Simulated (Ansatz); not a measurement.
# SnO2: the cost of one run

Computed with Ansatz 0.2.0 (DFT PBE, scalar-relativistic, plane waves, PAW, unless a step's input says otherwise).

## 1. The starting structure

The structure is tetragonal, space group I4_1/amd (No. 141). Conventional cell: a = 4.000 Å, b = 4.000 Å, c = 10.247 Å, α = 90.00°, β = 90.00°, γ = 90.00°. Around Sn (site symmetry -4m2) lie 6 O at 2.06 to 2.09 Å. O (site symmetry 2mm) is surrounded by 3 Sn at 2.06 to 2.09 Å.

Coordinates:

```
CELL_PARAMETERS angstrom
6.00021 -2.00007 -5.12368
-2.00007 6.00021 -5.12368
8.00027 8.00027 0.00000
ATOMIC_POSITIONS crystal
Sn 0.62500 0.87500 0.25000
Sn 0.12500 0.37500 0.25000
Sn 0.37500 0.12500 0.50000
Sn 0.87500 0.62500 0.50000
Sn 0.12500 0.37500 0.75000
Sn 0.62500 0.87500 0.75000
Sn 0.87500 0.62500 0.00000
Sn 0.37500 0.12500 0.00000
Sn 0.00000 0.00000 0.00000
Sn 0.50000 0.50000 0.00000
Sn 0.75000 0.25000 0.25000
Sn 0.25000 0.75000 0.25000
Sn 0.50000 0.50000 0.50000
Sn 0.00000 0.00000 0.50000
Sn 0.25000 0.75000 0.75000
Sn 0.75000 0.25000 0.75000
O 0.20348 0.20348 0.39826
O 0.70348 0.70348 0.39826
O 0.95348 0.45348 0.64826
O 0.45348 0.95348 0.64826
O 0.70348 0.70348 0.89826
O 0.20348 0.20348 0.89826
O 0.45348 0.95348 0.14826
O 0.95348 0.45348 0.14826
O 0.42152 0.67152 0.35174
O 0.92152 0.17152 0.35174
O 0.17152 0.92152 0.60174
O 0.67152 0.42152 0.60174
O 0.92152 0.17152 0.85174
O 0.42152 0.67152 0.85174
O 0.67152 0.42152 0.10174
O 0.17152 0.92152 0.10174
O 0.79652 0.79652 0.10174
O 0.29652 0.29652 0.10174
O 0.54652 0.04652 0.35174
O 0.04652 0.54652 0.35174
O 0.29652 0.29652 0.60174
O 0.79652 0.79652 0.60174
O 0.04652 0.54652 0.85174
O 0.54652 0.04652 0.85174
O 0.82848 0.07848 0.14826
O 0.32848 0.57848 0.14826
O 0.57848 0.32848 0.39826
O 0.07848 0.82848 0.39826
O 0.32848 0.57848 0.64826
O 0.82848 0.07848 0.64826
O 0.07848 0.82848 0.89826
O 0.57848 0.32848 0.89826
```

The runs take a perfect supercell of 48 atoms; the defect goes to fractional position (0.203, 0.203, 0.398).

## 2. The perfect supercell

File input.yaml:

```yaml
crystal:
  lattice:
    - [6.000206, -2.000069, -5.123679]
    - [-2.000069, 6.000206, -5.123679]
    - [8.000274, 8.000274, -1.0e-06]
  atoms:
    - { symbol: Sn, position: [0.625, 0.875, 0.25] }
    - { symbol: Sn, position: [0.125, 0.375, 0.25] }
    - { symbol: Sn, position: [0.375, 0.125, 0.5] }
    - { symbol: Sn, position: [0.875, 0.625, 0.5] }
    - { symbol: Sn, position: [0.125, 0.375, 0.75] }
    - { symbol: Sn, position: [0.625, 0.875, 0.75] }
    - { symbol: Sn, position: [0.875, 0.625, 0.0] }
    - { symbol: Sn, position: [0.375, 0.125, 0.0] }
    - { symbol: Sn, position: [0.0, 0.0, 0.0] }
    - { symbol: Sn, position: [0.5, 0.5, 0.0] }
    - { symbol: Sn, position: [0.75, 0.25, 0.25] }
    - { symbol: Sn, position: [0.25, 0.75, 0.25] }
    - { symbol: Sn, position: [0.5, 0.5, 0.5] }
    - { symbol: Sn, position: [0.0, 0.0, 0.5] }
    - { symbol: Sn, position: [0.25, 0.75, 0.75] }
    - { symbol: Sn, position: [0.75, 0.25, 0.75] }
    - { symbol: O, position: [0.203478, 0.203478, 0.398261] }
    - { symbol: O, position: [0.703478, 0.703478, 0.398261] }
    - { symbol: O, position: [0.953478, 0.453478, 0.648261] }
    - { symbol: O, position: [0.453478, 0.953478, 0.648261] }
    - { symbol: O, position: [0.703478, 0.703478, 0.898261] }
    - { symbol: O, position: [0.203478, 0.203478, 0.898261] }
    - { symbol: O, position: [0.453478, 0.953478, 0.148261] }
    - { symbol: O, position: [0.953478, 0.453478, 0.148261] }
    - { symbol: O, position: [0.421522, 0.671522, 0.351739] }
    - { symbol: O, position: [0.921522, 0.171522, 0.351739] }
    - { symbol: O, position: [0.171522, 0.921522, 0.601739] }
    - { symbol: O, position: [0.671522, 0.421522, 0.601739] }
    - { symbol: O, position: [0.921522, 0.171522, 0.851739] }
    - { symbol: O, position: [0.421522, 0.671522, 0.851739] }
    - { symbol: O, position: [0.671522, 0.421522, 0.101739] }
    - { symbol: O, position: [0.171522, 0.921522, 0.101739] }
    - { symbol: O, position: [0.796522, 0.796522, 0.101739] }
    - { symbol: O, position: [0.296522, 0.296522, 0.101739] }
    - { symbol: O, position: [0.546522, 0.046522, 0.351739] }
    - { symbol: O, position: [0.046522, 0.546522, 0.351739] }
    - { symbol: O, position: [0.296522, 0.296522, 0.601739] }
    - { symbol: O, position: [0.796522, 0.796522, 0.601739] }
    - { symbol: O, position: [0.046522, 0.546522, 0.851739] }
    - { symbol: O, position: [0.546522, 0.046522, 0.851739] }
    - { symbol: O, position: [0.828478, 0.078478, 0.148261] }
    - { symbol: O, position: [0.328478, 0.578478, 0.148261] }
    - { symbol: O, position: [0.578478, 0.328478, 0.398261] }
    - { symbol: O, position: [0.078478, 0.828478, 0.398261] }
    - { symbol: O, position: [0.328478, 0.578478, 0.648261] }
    - { symbol: O, position: [0.828478, 0.078478, 0.648261] }
    - { symbol: O, position: [0.078478, 0.828478, 0.898261] }
    - { symbol: O, position: [0.578478, 0.328478, 0.898261] }
basis:
  ecutwfc: 420
  fft_grid_basis: typed
kpoints:
  mp_grid: { grid: [2, 2, 1] }
hamiltonian:
  xc: pbe
  pseudopotentials: { kind: paw }
scf:
  occupations: { method: gaussian, width: 0.05 }
output:
  forces: true
  stress: false
  eigenvalues: true
  bader: false
  write_density: true
  volumetric_format: npy
```

Launch:

```console
ansatz run input.yaml --threads 4 --pin off --max-ram 10240MiB --backend cpu --events-out ev --progress --plain --runs-dir out
```

**Question.** How long does this run take on 4 threads of Arm Neoverse V2, shared host, and how much memory does it need?

About 7.2 s, with a peak of 2.4 GiB.
